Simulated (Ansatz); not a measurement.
Crystal: CuCl2.

```
CELL_PARAMETERS angstrom
-2.25486 2.25486 6.85990
2.25486 -2.25486 6.85990
2.25486 2.25486 -6.85990
ATOMIC_POSITIONS crystal
Cu 0.00000 0.00000 0.00000
Cl 0.00000 0.50000 0.50000
Cl 0.50000 0.00000 0.50000
```

Measurements of this composition are mostly on another form, of space group No. 12.

A run of Ansatz 0.2.0 on this cell left the log below. Logs are shortened: lines on timing, memory, paths and dates and some standing lists are left out, and cuts for length are marked.

```text
Warning: RAYON_NUM_THREADS=2 ignored (pool sized by the plan → 2); use --threads N
basis.fft_grid_basis auto: the FFT boxes are laid along the combinations [[1, 0, 1], [0, 1, 1], [0, 0, 1]] of the cell's own vectors, 4.510, 4.510 and 7.565 Å long. The dense box has 36×36×60 points. Along the cell's own vectors, as sized, it would have 60×60×60, 2.78 times as many. Of the 16 symmetry operations that the crystal satisfies within crystal.symmetry.tolerance (time reversal apart; of a slab, those that keep its plane) the dense box along the cell's own vectors carries 16, and the one as laid loses 12 of those. basis.fft_grid_basis: typed keeps the cell's own vectors: state it where this run's energies or levels are differenced outside the engine with another run's, or held beside a run that keeps those vectors.
Engine: ansatz 0.2.0, aarch64-unknown-linux-gnu
Pseudopotentials: kind: paw
Pseudopotential: Cu, paw, valence charge 19, recommended cutoff 500 eV (meta_gga), Cu.paw.azcp
Pseudopotential: Cl, paw, valence charge 7, recommended cutoff 500 eV (meta_gga), Cl.paw.azcp
Functional definition: r2SCAN
  parameter k0 = 0.174
  parameter k1 = 0.065
  parameter a1 = 4.9479
  exchange = r2scan_x(k0 = k0, k1 = k1, a1 = a1)
  correlation = r2scan_c
Crystal: 3 atoms, lattice volume = 139.514 Å³
Basis set: ecut = 500 eV, 3509 PW (Γ), FFT grids on a1+a3, a2+a3, a3, exchange–correlation on 144×144×240 points (64 copies of the dense FFT grid, shifted against one another)
Bands: 21, of which v1, the nominal top of the filled ones, is band 17 counted from 1 (16 counted from 0)
Symmetry: 16 space group operations
Space group: I4/mmm (ITA 139), of the structure as read, at distance tolerance 5.2e-5 Å
k-points: 59 of 512
Non-local potential: Cu, projectors of the file, l = 0: 3, l = 1: 2, l = 2: 3, l = 3: 1
Non-local potential: Cl, projectors of the file, l = 0: 2, l = 1: 2, l = 2: 2
PAW form: soft (Blöchl's): semilocal exchange-correlation on the pseudo side does not see the compensation charge
PAW frozen core: Cu, regenerated for the run's functional (the file was generated under x = pbe(κ = 0.804, μ = 0.2195149727645171), c = pbe(β = 0.06672455060314922))
PAW frozen core: Cl, regenerated for the run's functional (the file was generated under x = pbe(κ = 0.804, μ = 0.2195149727645171), c = pbe(β = 0.06672455060314922))
PAW one-centre angular grid: Cu, 590 points (default); XC on 160 Gauss nodes
PAW one-centre angular grid: Cl, 302 points (default); XC on 160 Gauss nodes
Initial density: superposition of atomic densities (neutral atoms: chi_scale 0, normalization atom), corrected by the library's trained network
Initial wavefunctions: pseudopotential atomic-orbital guess
[... 255 lines left out ...]
  E_nonlocal   = 458.272278
  E_hartree    = 2768.963106
  E_xc         = -291.193903
  E_vxc        = -391.989776  (∫ρ·V_xc dr)
  E_paw        = -3014.795839  (= ΣΔE_a)
  E_vpaw       = -488.049910  (= ΣTr[D̂ρ^β])
  E_aug_tail   = 0.000223  (compensation charges beyond the density's cutoff)
  E_vtau       = 22.256707  (kinetic-family band-sum trace: ∫τ·v_τ [+ j·A + Jᵃ·Aᵃ] dr)
  E_ewald      = -2984.650469
  E_core_change = -0.573922  (= ΣΔE_core)
  E_smearing   = -0.013349  (= −TS)
  E_closure    = 0.000000  (closes the sum)
  Σ components = -8799.278179   (vs F -8799.278179, Δ=0.00e0)
--- Forces (eV/Å), atoms counted from 1 ---
  atom   1  Cu     0.00000000    -0.00000000     0.00000000
  atom   2  Cl     0.00000000     0.00000000    -0.00000000
  atom   3  Cl     0.00000000    -0.00000000    -0.00000000
  max |Σ_I F_I| component: 3.55e-30 eV/Å
--- Stress (GPa, compression-positive) ---
        9.979023       0.000000      -0.000000
        0.000000       9.979023      -0.000000
        0.000000       0.000000       9.968008
  P = ⅓ Tr σ = 9.9754 GPa (99.754 kbar)
--- Band table (eV; the first three rows and the last of 59) ---
  k-point 0: bands = ["-110.3291", "-66.3217", "-66.3217", "-65.8640", "-11.0213", "-8.8283", "1.1564", "1.1564", "2.2753", "2.8701", "3.3082", "3.3082", "3.5334", "3.6073", "4.1436", "4.1436", "4.7618", "9.3913", "13.5834", "14.0334", "14.0334"]
  k-point 1: bands = ["-110.3291", "-66.3217", "-66.3217", "-65.8640", "-10.9033", "-8.9009", "0.7564", "1.0212", "1.9431", "2.4585", "3.2497", "3.5861", "3.6374", "3.7567", "3.9692", "4.6518", "4.9355", "10.1577", "12.5433", "13.9913", "14.4966"]
  k-point 2: bands = ["-110.3291", "-66.3218", "-66.3218", "-65.8640", "-10.5943", "-9.0682", "-0.1840", "0.7299", "1.4294", "1.5067", "3.1464", "3.7139", "3.9697", "4.0964", "4.3668", "5.3406", "5.7326", "11.1526", "11.6616", "14.9772", "15.8329"]
  k-point 58: bands = ["-110.3291", "-66.3217", "-66.3217", "-65.8640", "-10.1764", "-9.5397", "0.4177", "0.4419", "0.4419", "2.9272", "3.4393", "3.4393", "3.5565", "3.7498", "4.5580", "4.5580", "5.7259", "8.7683", "14.6612", "15.2509", "16.8815"]
--- Relaxed structure (17 steps of the walk, 17 accepted, 1 SCFs on fresh bases) ---
  F+E_penalty+E_count = -8799.27817947 eV   max|allowed force component| = 2.367e-30 eV/Å   (the final SCF, on the basis selected at the relaxed cell)
  cell:  # Å, volume = 57.3242 Å³
    - [-2.1882855767900367, 2.1882855767900367, 2.9927468304180964]
    - [2.1882855767900367, -2.1882855767900367, 2.9927468304180964]
    - [2.1882855767900367, 2.1882855767900367, -2.9927468304180964]
  atoms:
    - { symbol: Cu, position: [-1.4249307350377667e-36, 1.4020449572439776e-34, 1.3877956498938566e-34] }
    - { symbol: Cl, position: [1.0360094897079866e-35, 0.5, 0.5] }
    - { symbol: Cl, position: [0.5, -3.19357801416345e-34, 0.5] }
```

Q: Write the input and the command behind it.

A: Relaxation of cell and atoms with r2SCAN, no spin polarisation. The files as run (others can give the same):

input.yaml
```yaml
crystal:
  lattice:
    - [-2.254859, 2.254859, 6.859903]
    - [2.254859, -2.254859, 6.859903]
    - [2.254859, 2.254859, -6.859903]
  atoms:
    - { symbol: Cu, position: [0.0, 0.0, 0.0] }
    - { symbol: Cl, position: [0.0, 0.5, 0.5] }
    - { symbol: Cl, position: [0.5, 0.0, 0.5] }
hamiltonian:
  xc: r2scan
  pseudopotentials: { kind: paw }
kpoints:
  mp_grid: { grid: [8, 8, 8] }
scf:
  occupations: { method: fermi_dirac, width: 0.05 }
output:
  forces: true
  stress: true
  eigenvalues: true
relax:
  f_tol: 0.01
  max_steps: 40
  cell: { stress_tol: 0.05, p_target: 10.0 }
```

Potentials or basis: Ansatz PAW.
Command:
```bash
$ ansatz run input.yaml --threads 2 --pin off --max-ram 5632MiB --backend cpu --events-out ev --progress --plain --runs-dir out
```

Caveat: the volume moved by over 15 % at a fixed basis, so the end points are rough; the plane-wave basis is chosen anew once the cell has moved, so the energies of steps on either side of that aren't comparable; an odd number of electrons without spin polarisation forces a metal; a magnetic or distorted state may lie lower; the run has no spin polarisation, though such a crystal can be magnetic; semilocal functionals often make such compounds metallic where correlation or magnetic order opens a gap, which also shifts bond lengths; the PAW data sets come from PBE, with cores solved anew for the run's functional, which leaves a small shift of forces and pressure.
